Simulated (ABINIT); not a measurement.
The system is AlRu.

```
Ru Al
1.0
     2.99160    0.00000    0.00000
     0.00000    2.99160    0.00000
     0.00000    0.00000    2.99160
Ru Al
1 1
Cartesian
  1.4958 1.4958 1.4958
  0.0000 0.0000 0.0000
```

Base run:

- Program: ABINIT 10.8.3 (patched build)
- Functional: PBEsol
- Potentials or basis: JTH PAW PBE v2.0
- Cutoff: 490 eV
- k mesh: 9 × 9 × 9
- Occupations: fermi-dirac, width 0.05 eV
- Spin: no spin polarisation

Its results: band gap on the k mesh none (metal or under the smearing width); pressure -2.7 GPa.

Task: After a change of settings the same cell gave: band gap on the k mesh none (metal or under the smearing width); pressure -3.5 GPa. Which change was it?
A. functional from PBEsol to WC
B. functional from PBEsol to RPBE
C. functional from PBEsol to LDA
D. functional from PBEsol to AM05

Result: D.

Caveats: the PAW data sets were made with another functional, which shifts forces and pressure a little.

Runs at the PBE level aren't shown here.
